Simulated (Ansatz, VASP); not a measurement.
# One calculation of SiC, two programs

```
Si C
1.0
     3.01448    0.00000    0.00000
    -1.50724    2.61061    0.00000
     0.00000    0.00000    5.04800
Si C
2 2
Direct
  0.33333 0.66667 0.00000
  0.66667 0.33333 0.50000
  0.33333 0.66667 0.38500
  0.66667 0.33333 0.88500
```

Change from the starting cell: equal xx and yy strain of -2 %.

Alike in both runs: task single point; functional PBEsol; k mesh 15 × 15 × 8; occupations fermi-dirac, width 0.08 eV; no spin polarisation.

|  | VASP | Ansatz |
| --- | --- | --- |
| version | VASP 6.6.1 | Ansatz 0.2.0 |
| potentials or method | VASP PAW PBE potentials, release 64 (Si, C), cutoff 520 eV | all-electron LAPW, scalar-relativistic |

```csv
,VASP,Ansatz,Ansatz less VASP
pressure (GPa),11.1,10.6,-0.47
largest component of the traceless stress (GPa),12.12,11.94,-0.182
rms of the force components (eV/Å),0.580,0.574,-0.0054
```

Atom by atom the forces differ by 0.005 eV/Å (rms over components). Ansatz ran all-electron here, so the differences hold the error of VASP's frozen core and of both bases.

Caveats: the PAW data sets were made with another functional, which shifts forces and pressure a little (VASP). A k mesh can miss the band edges.
